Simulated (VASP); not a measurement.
Here is a VASP 6.6.1 calculation.

Contents of INCAR:

```
ALGO     = Normal         # electronic algorithm
EDIFF    = 1E-7           # SCF threshold, eV
EDIFFG   = -0.005         # ionic threshold
ENCUT    = 300            # plane-wave cutoff, eV
GGA      = PE             # functional
IBRION   = 2              # ionic algorithm
ISIF     = 3              # what is computed and relaxed
ISMEAR   = 0              # smearing method
LASPH    = T              # aspherical terms in the spheres
LCHARG   = F              # write CHGCAR
LREAL    = F              # projectors in reciprocal space
LWAVE    = F              # write WAVECAR
NELM     = 80             # most SCF steps
NSW      = 90             # ionic steps
PREC     = Accurate       # precision mode
SIGMA    = 0.03           # smearing width, eV
```

Contents of KPOINTS:

```
k-points
0
Gamma
  5 5 3
```

The input POSCAR:

```
Mg3Sb2                                  
1.0
    4.6005561339     -0.0000000000     -0.0000000000
   -2.3002780669      3.9841984834     -0.0000000000
    0.0000000000     -0.0000000000      7.2598206597
  Mg              Sb            
     3     2
Direct
     0.3333333332999970    0.6666666667000030    0.6324638524320527
     0.6666666667000030    0.3333333332999970    0.3675361475679472
     0.0000000000000000    0.0000000000000000    0.0000000000000000
     0.3333333332999970    0.6666666667000030    0.2255660977838405
     0.6666666667000030    0.3333333332999970    0.7744339022161595
```

Potentials or basis: VASP PAW PBE potentials, release 64 (Mg, Sb).

The run is started by

```sh
$ cat potpaw_PBE.64/Mg/POTCAR potpaw_PBE.64/Sb/POTCAR > POTCAR
$ mpirun -np 1 vasp_std > vasp.out
```

Q: What does it give for the band gap on the k mesh?

A: 0.06 eV, indirect (least direct gap 0.99 eV).

Final structure:
```yaml
crystal:
  lattice:
    - [4.60056, 0.00000, 0.00000]
    - [-2.30028, 3.98420, 0.00000]
    - [0.00000, 0.00000, 7.25982]
  atoms:
    - { symbol: Mg, position: [0.33333, 0.66667, 0.63246] }
    - { symbol: Mg, position: [0.66667, 0.33333, 0.36754] }
    - { symbol: Mg, position: [0.00000, 0.00000, 0.00000] }
    - { symbol: Sb, position: [0.33333, 0.66667, 0.22557] }
    - { symbol: Sb, position: [0.66667, 0.33333, 0.77443] }
```

Caveat: the relaxation stopped at its first step, so nothing moved; spin-orbit coupling is left out, which moves the levels of the heavy elements; an odd mesh through Γ misses points on the zone boundary, where band edges often lie.
